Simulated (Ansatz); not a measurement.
Phases of Co at 70 GPa

Structure types of Co are relaxed in primitive cells with their symmetry kept at 70 GPa, first on PAW files, then by LAPW. The enthalpy is E + pV at zero temperature, without zero-point motion. Only the types listed were tried, and differences under about 5 meV/atom are mesh noise. Not among the end structures: fcc, bcc, which may lie lower.

All numbers are PBE results (scalar-relativistic) from Ansatz 0.2.0, with Fermi–Dirac smearing of 0.05 eV, spin-polarised from start moments Co1 1.7, Co2 1.7 μB. Methods: LAPW: all electrons, basis error target 0.5 meV/atom; PAW: frozen-core files, cutoff 420 eV.

k meshes: hcp 19×19×10, simple hexagonal 20×20×18, diamond 15×15×15, omega 10×10×14.

Other magnetic orders may lie lower.

**Question.** Which type is lowest in enthalpy, and by how much?

**Answer.** hcp, 142 meV/atom below omega. The whole table:

```csv
start type,ends as,"a, b, c (Å)",V (Å³/atom),"H − H(lowest), LAPW (meV/atom)","same, PAW",moment (μB/atom)
hcp,"hcp, P6_3/mmc","2.331, 2.331, 3.763",8.86,0.0,0.0,1.43
simple hexagonal,"simple hexagonal, P6/mmm","2.246, 2.246, 2.124",9.28,810.5,811.5,1.10
diamond,"diamond, Fd-3m","4.483, 4.483, 4.483",11.26,2663.2,2658.1,0.00
omega,"omega, P6/mmm","3.706, 3.706, 2.258",8.95,141.7,142.7,1.42
```

**Question.** Split the lead of hcp over omega into energy and pV.

**Answer.** For omega less hcp: ΔE = +101.2 meV/atom, and p·ΔV = 70 GPa × +0.0927 Å³ × 6.242 meV/(GPa·Å³) = +40.5 meV/atom, together 141.7 meV/atom. hcp wins on both counts.
